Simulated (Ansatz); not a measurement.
# Two Ansatz runs on CdO

The geometry is COD entry 9006671, unchecked; take it as a test cell.

First run: DFT, r2SCAN, PAW with Ansatz's default frozen-core files, scalar-relativistic (Ansatz 0.2.0).

Command: `ansatz run input.yaml --threads 1 --pin off --max-ram 2048MiB --backend cpu --events-out ev --progress --plain --runs-dir out` The run took 5 s on 1 thread of AMD EPYC 7R43 64-Core Processor (Zen 3), on a shared host, peak memory 0.45 GiB.

```yaml
crystal:
  lattice:
    - [0.0, 2.34815, 2.34815]
    - [2.34815, 0.0, 2.34815]
    - [2.34815, 2.34815, 0.0]
  atoms:
    - { symbol: Cd, position: [0.0, 0.0, 0.0] }
    - { symbol: O, position: [0.5, 0.5, 0.5] }
kpoints:
  mp_grid: { grid: [11, 11, 11] }
  band_path:
    path:
      - [0.0, 0.0, 0.0]
      - [0.5, 0.0, 0.5]
      - [0.625, 0.25, 0.625]
      - [0.375, 0.375, 0.75]
      - [0.0, 0.0, 0.0]
      - [0.5, 0.5, 0.5]
      - [0.5, 0.25, 0.75]
      - [0.5, 0.0, 0.5]
    npoints: 5
scf:
  occupations: { method: fermi_dirac, width: 0.02 }
hamiltonian:
  xc: r2scan
  pseudopotentials: { kind: paw }
output:
  forces: true
  stress: true
  eigenvalues: true
  efg: { contact_densities: true }
  write_density: true
  write_potential: true
  elf: true
  volumetric_format: npy
```

Result: converged; pressure 0.92 GPa; gap on the k mesh 0.13 eV (the mesh can miss the band edges); 8 SCF iterations.

The input is then changed:

```diff
@@ -21,8 +21,9 @@
     npoints: 5
 scf:
-  occupations: { method: fermi_dirac, width: 0.02 }
+  occupations: { method: gaussian, width: 0.01 }
 hamiltonian:
   xc: r2scan
-  pseudopotentials: { kind: paw }
+  pseudopotentials: { kind: paw_fr }
+  dispersion: d3bjatm
 output:
   forces: true
@@ -34,3 +35,6 @@
   elf: true
   volumetric_format: npy
+magnetization:
+  noncollinear: true
+  spin_orbit: true
```

Question: What does the second run give?

Answer: It converged; pressure -0.33 GPa; gap on the k mesh 0.12 eV (the mesh can miss the band edges); 7 SCF iterations.
